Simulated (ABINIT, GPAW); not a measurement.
This is a calculation of Sb for ABINIT 10.8.3 (patched build). The given cell was strained at random by a few per cent at fixed volume. This isn't the form of Sb at room conditions, which is rhombohedral.

The input run.abi:

```
# Pseudopotentials
pp_dirpath "./"
pseudos "Sb.upf"

# Structure
acell 3*1.0 Angstrom
rprim
    -1.5775790000     1.5802120000     2.7118280000
     1.5669920000    -1.5442780000     2.6847840000
     1.6042890000     1.5709880000    -2.6909380000
ntypat 1
znucl 51
natom 1
typat 1
xcart
     0.0065968662     0.0475577584     0.0148865463 Angstrom
chkprim 0
chksymtnons 0
tolsym 1.0e-6

# Plane-wave basis
ecut 40.0

# k points
kptopt 1
ngkpt 12 12 12
nshiftk 1
shiftk 0.0 0.0 0.0

# Exchange and correlation
ixc -116133

# Bands and occupations
nband 12
occopt 3
tsmear 0.00183747

# SCF cycle
nstep 100
tolvrs 1.0e-10

# Output
iomode 3
prtwf 0
prteig 0
prtebands 0
enunit 2
prtden 1
prtvha 1
prtvclmb 1
prtpot 1
prtelf 1
```

Potentials or basis: PseudoDojo NC SR PBEsol v0.4.1 standard.

Launch:

```console
$ abinit run.abi > log 2>&1
```

Q: Translate it to GPAW 26.7.0 (ASE script). Potentials or basis there: PAW data sets generated for this functional, cutoff 600 eV.

A: As run (cutoffs and basis follow the program's own potentials, and thresholds, step limits or extra output files can differ):

run.py

```python
from ase import Atoms
from ase.dft.bandgap import bandgap
from ase.io import write
from ase.units import GPa
from gpaw import GPAW, PW, setup_paths

setup_paths.insert(0, '.')

atoms = Atoms(['Sb'],
              cell=[[-1.577579, 1.580212, 2.711828],
                    [1.566992, -1.544278, 2.684784],
                    [1.604289, 1.570988, -2.690938]],
              scaled_positions=[[0.017747, 0.004665, 0.017007]],
              pbc=True)

calc = GPAW(mode=PW(600),
            xc='PBEsol',
            kpts={'size': (12, 12, 12), 'gamma': True},
            occupations={'name': 'fermi-dirac', 'width': 0.05},
            nbands=15,
            convergence={'density': 1e-05, 'energy': 1e-05},
            maxiter=150,
            txt='gpaw.txt')
atoms.calc = calc
energy = atoms.get_potential_energy()
forces = atoms.get_forces()
stress = atoms.get_stress()
calc.write('gs.gpw')
write('result.traj', atoms)
print(f'Energy: {energy:.6f} eV')
print('Forces (eV/A):')
print(forces.round(4))
print('Stress (GPa):', (stress / GPa).round(3))
print('Fermi level:', round(calc.get_fermi_level(), 4), 'eV')
print(f'Gap: {bandgap(calc)[0]:.4f} eV, direct: {bandgap(calc, direct=True)[0]:.4f} eV')
```

Potentials or basis: PAW data sets generated in the run's folder for this functional, pw.

Command:

```sh
$ gpaw-setup -f PBEsol Sb
$ OMP_NUM_THREADS=1 python run.py
```

Both were run:

|  | ABINIT | GPAW |
| --- | --- | --- |
| Pressure | -1.4 GPa | -1.7 GPa |

The undisturbed cell isn't at this level's minimum, so the move can lower the energy.

Pressure is positive in compression.
